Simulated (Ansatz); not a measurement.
## LAPW volumes and bulk moduli in simple lattices

All-electron LAPW (Ansatz 0.2.0), scalar-relativistic, no spin, Fermi–Dirac smearing 0.136 eV, k-meshes of 8 to 18 points an axis; Birch–Murnaghan fits to pressures. Some or most of these lattices are hypothetical for the element, and V0 is the minimum nearest the starting volume; lattices without a usable fit are left out; mesh and smearing are coarse, and magnetic elements are treated as non-magnetic.

```csv
element,lattice,functional,V0 (Å³/atom),B0 (GPa),B′,k-points per axis
Si,bcc,LDA,14.12,101,4.3,15
Si,bcc,PBE,14.65,93,4.4,15
Si,diamond,LDA,19.69,96,4.2,9
Si,diamond,PBE,20.45,89,4.3,8
Si,diamond,PBEsol,20.04,93,4.2,9
Si,fcc,LDA,13.92,90,4.1,15
Si,fcc,PBE,14.48,83,4.2,15
Si,sc,LDA,15.72,108,4.3,13
Si,sc,PBE,16.31,99,4.4,13
Si,sc,PBEsol,15.94,107,4.3,13
```

Q: Give V0 and B0 for bcc Si in PBEsol.

A: 14.27 Å³/atom and 101.5 GPa.

Q: Give V0 and B0 for fcc Si in PBEsol.

A: 14.07 Å³/atom and 91.1 GPa.
